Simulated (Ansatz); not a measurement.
TlCl (Pm-3m) from a database structure at its r2SCAN+rVV10 geometry, run in Ansatz 0.2.0 at 3 levels of theory. (Simulation; spin polarisation is off.)

The LDA input:
```yaml
crystal:
  lattice:
    - [3.7936346943, 0.0, 0.0]
    - [0.0, 3.7936346943, 0.0]
    - [0.0, 0.0, 3.7936346943]
  atoms:
    - { symbol: Tl, position: [0.0, 0.0, 0.0] }
    - { symbol: Cl, position: [0.5, 0.5, 0.5] }
kpoints:
  mp_grid: { grid: [6, 6, 6] }
  band_path:
    path:
      - [0.0, 0.0, 0.0]
      - [0.0, 0.5, 0.0]
      - [0.5, 0.5, 0.0]
      - [0.5, 0.5, 0.5]
      - [0.0, 0.0, 0.5]
    npoints: 1
hamiltonian:
  xc: lda
scf:
  occupations: { method: fixed }
  n_extra_bands: 4
output:
  forces: true
  stress: true
  eigenvalues: true
```

Main results, then, where recorded, the levels near the gap in eV from the Fermi energy (columns number the bands from 0), one row a point of the path (Γ, X, M, R, X):
```
Crystal: 2 atoms, lattice volume = 54.597 Å³
Symmetry: 48 space group operations
Space group: Pm-3m (ITA 221)
```
```
Basis set: ecut = 420 eV, 1045 PW (Γ)
Bands: 14, of which v1, the nominal top of the filled ones, is band 10 counted from 1 (9 counted from 0)
k-points: 20 of 216
Free energy (F): -12192.418993 eV
Fermi energy:    5.321891 eV
--- Stress (GPa, compression-positive) ---
       -2.442780       0.000000       0.000000
        0.000000      -2.442780       0.000000
        0.000000       0.000000      -2.442780
  P = ⅓ Tr σ = -2.4428 GPa (-24.428 kbar)
```
```tsv
band_6	band_7	band_8	band_9	band_10	band_11	band_12
-4.781	-1.663	-1.663	-1.663	7.515	7.515	7.774
-5.766	-1.176	-1.176	0.000	1.784	6.377	6.377
-3.561	-3.262	-3.262	-1.137	4.770	4.770	8.170
-2.254	-2.168	-2.168	-2.168	2.206	2.206	2.206
-5.766	-1.176	-1.176	0.000	1.784	6.377	6.377
```

The LDA gap is direct at X: 1.78 eV.

Problem. Another run on the same cell gave
```
Basis set: ecut = 500 eV, 1357 PW (Γ)
Bands: 14, of which v1, the nominal top of the filled ones, is band 10 counted from 1 (9 counted from 0)
k-points: 20 of 216
Free energy (F): -12544.448754 eV
Fermi energy:    5.378785 eV
--- Stress (GPa, compression-positive) ---
        1.088477       0.000000       0.000000
        0.000000       1.088477       0.000000
        0.000000       0.000000       1.088477
  P = ⅓ Tr σ = 1.0885 GPa (10.885 kbar)
```
```tsv
band_6	band_7	band_8	band_9	band_10	band_11	band_12
-4.586	-1.781	-1.781	-1.781	8.216	8.216	8.463
-5.724	-1.321	-1.321	0.000	2.418	7.019	7.019
-3.382	-3.311	-3.311	-1.283	5.321	5.321	8.988
-2.303	-2.303	-2.303	-2.084	2.773	2.773	2.773
-5.724	-1.321	-1.321	0.000	2.418	7.019	7.019
```
Which level of theory and mesh gave it?

Solution. It is r2SCAN, on 6×6×6; the blocks that differ from the first input, but for the band path:
```yaml
hamiltonian:
  xc: r2scan
```
With r2SCAN the gap is 2.42 eV and direct, at X. At this geometry r2SCAN finds +1.09 GPa, compression counted positive: its own equilibrium volume is larger.

Problem. In the first input these blocks are replaced (the band path and keys that only write files left aside):
```yaml
kpoints:
  mp_grid: { grid: [4, 4, 4] }
hamiltonian:
  xc: hse06
```
What comes out?

Solution.
```
Basis set: ecut = 420 eV, 1045 PW (Γ)
Bands: 14, of which v1, the nominal top of the filled ones, is band 10 counted from 1 (9 counted from 0)
k-points: 10 of 64
Exchange kernel: α = 0.2500, screened, ω = 0.2079 Å⁻¹, Wigner–Seitz truncation, v(0) = 1029.1997 eV·Å³, q-mesh 4×4×4
hybrid outer 1: dexx = +4.323e-3 eV, tail = 8.56e-6 eV
hybrid outer 2: dexx = +2.173e-7 eV, tail = 3.03e-9 eV, Δε = 2.28e-3 eV
Free energy (F): -12529.732303 eV
Fermi energy:    5.131972 eV
--- Stress (GPa, compression-positive) ---
        2.004787       0.000000       0.000000
        0.000000       2.004787       0.000000
        0.000000       0.000000       2.004787
  P = ⅓ Tr σ = 2.0048 GPa (20.048 kbar)
```
```tsv
band_6	band_7	band_8	band_9	band_10	band_11	band_12
-4.813	-2.076	-2.076	-2.076	8.630	8.630	9.086
-6.155	-1.589	-1.589	0.000	2.736	7.564	7.564
-3.698	-3.698	-3.458	-1.539	5.824	5.824	9.354
-2.647	-2.647	-2.647	-2.008	3.155	3.155	3.155
-6.155	-1.589	-1.589	0.000	2.736	7.564	7.564
```
HSE06 gives a direct gap of 2.74 eV at X. At this geometry HSE06 finds +2.0 GPa, compression counted positive: its own equilibrium volume is larger. The stress of a hybrid is loosely converged here.

The hybrids run on coarser meshes, which limits their stresses and small splittings of levels.

Totals of different functionals can't be compared.

Spin-orbit coupling is left out; in compounds of Pb, Bi, Tl or Hg it can lower a gap by up to about 1 eV, split its edges or invert the bands.

The meshes of the hybrids are coarse, so their gaps aren't converged to the digits shown.
